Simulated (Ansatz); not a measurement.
An element in the sc structure gives these cold pressures by all-electron LAPW under LDA (Ansatz 0.2.0, scalar-relativistic, no spin polarisation).

```
V (Å³/atom)  P (GPa)
      30.80     0.01
      29.26     3.55
      26.18    14.44
      23.10     33.5
      20.02     64.7
      16.94    124.3
      13.86    253.3
      12.32    377.6
```

(1) Which element is it?

Results:

(1) Te. Its zero-pressure volume in this structure is near 30.8 Å³/atom; the volume and the steepness of P(V) together point to it, though neighbours can come close. Other candidates weren't computed, and some may come near.
